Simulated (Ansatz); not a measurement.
Convergence notes, G0W0 on Li2Se (Fm-3m)

A 3-atom cell of Li2Se started from a crystallographic database, relaxed with r2SCAN; one-shot G0W0 in Ansatz without spin-orbit coupling. The values are computed, spin-unpolarised, and not measurements.

```yaml
crystal:
  lattice:
    - [0.00000, 2.99346, 2.99346]
    - [2.99346, 0.00000, 2.99346]
    - [2.99346, 2.99346, 0.00000]
  atoms:
    - { symbol: Li, position: [0.25000, 0.25000, 0.25000] }
    - { symbol: Li, position: [0.75000, 0.75000, 0.75000] }
    - { symbol: Se, position: [0.00000, 0.00000, 0.00000] }
```

Gaps are read over the mesh points alone. G0W0 values are finite-basis, finite-mesh values.

| start | potentials | frequency model | mesh | empty bands | screening cutoff (eV) | Kohn-Sham gap (eV) | G0W0 gap (eV) | rough cost |
| --- | --- | --- | --- | --- | --- | --- | --- | --- |
| PBE | PAW | contour deformation | 4×4×4 | 87 | 80 | 2.97 | 4.23 | 9 core-seconds |
| PBE | PAW | contour deformation | 4×4×4 | 201 | 140 | 2.97 | 4.42 | 30 core-seconds |
| PBE | PAW | contour deformation | 4×4×4 | 370 | 210 | 2.97 | 4.51 | 2.2 core-minutes |
| HSE06 | PAW | contour deformation | 4×4×4 | 201 | 140 | 3.82 | 4.84 | 90 core-seconds |
| LDA | PAW | contour deformation | 4×4×4 | 201 | 140 | 2.80 | 4.32 | 30 core-seconds |
| r2SCAN | PAW | contour deformation | 4×4×4 | 201 | 140 | 3.47 | 4.69 | 40 core-seconds |
| PBE | PAW | Godby-Needs pole | 4×4×4 | 201 | 140 | 2.97 | 4.38 | 40 core-seconds |
| PBE | PAW | contour deformation | 6×6×6 | 87 | 80 | 2.97 | 4.25 | 50 core-seconds |
| PBE | norm-conserving | contour deformation | 4×4×4 | 201 | 140 | 2.97 | 4.40 | 70 core-seconds |

G0W0 moves the gap on the mesh from 2.97 eV (PBE) to 4.51 eV (Γ to X). Renormalisation factors Z lie between 0.76 and 0.81.

Raising bands and cutoff together moves the gap by +0.19 eV (80 to 140 eV), then +0.09 eV (140 to 210 eV); the last step is still large, so the basis limit isn't reached. Starting from HSE06 (3.82 eV against PBE's 2.97 eV) gives 4.84 eV, +0.42 eV from G0W0@PBE at the same screening cutoff. Starting from LDA (2.80 eV against PBE's 2.97 eV) gives 4.32 eV, -0.10 eV from G0W0@PBE at the same screening cutoff. Starting from r2SCAN (3.47 eV against PBE's 2.97 eV) gives 4.69 eV, +0.27 eV from G0W0@PBE at the same screening cutoff. The Godby-Needs plasmon pole differs from contour deformation by -0.04 eV. A 6×6×6 mesh in place of 4×4×4 changes the opening over PBE by +0.01 eV (the gap on the mesh by +0.02 eV). Norm-conserving potentials (wave cutoff 1170 eV against 420 eV) shift the quasiparticle gap by -0.02 eV and the PBE gap by 0.00 eV. r2SCAN runs take a wave cutoff of 500 eV.
